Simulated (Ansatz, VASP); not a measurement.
One calculation of Ba, two programs

```
Ba
1.0
    -2.37894    2.37894    2.37894
     2.37894   -2.37894    2.37894
     2.37894    2.37894   -2.37894
Ba
1
Direct
  0.00000 0.00000 0.00000
```

Alike in both runs: task single point; functional LDA; k mesh 9 × 9 × 9; occupations gaussian, width 0.1 eV; no spin polarisation.

```csv
,VASP,Ansatz
version,VASP 6.6.1,Ansatz 0.2.0
potentials or method,"VASP PAW LDA potentials, release 64 (Ba_sv)","plane waves (420 eV) with PAW, scalar-relativistic"
plane-wave cutoff (eV),520,420
valence electrons in the cell,10,10
```

|  | VASP | Ansatz | Ansatz less VASP |
| --- | --- | --- | --- |
| pressure (GPa) | 0.0 | -0.1 | -0.10 |

Ansatz warned: «pseudo_functional_mismatch».

The runs have no spin-orbit coupling, so splittings on Ba are missing.
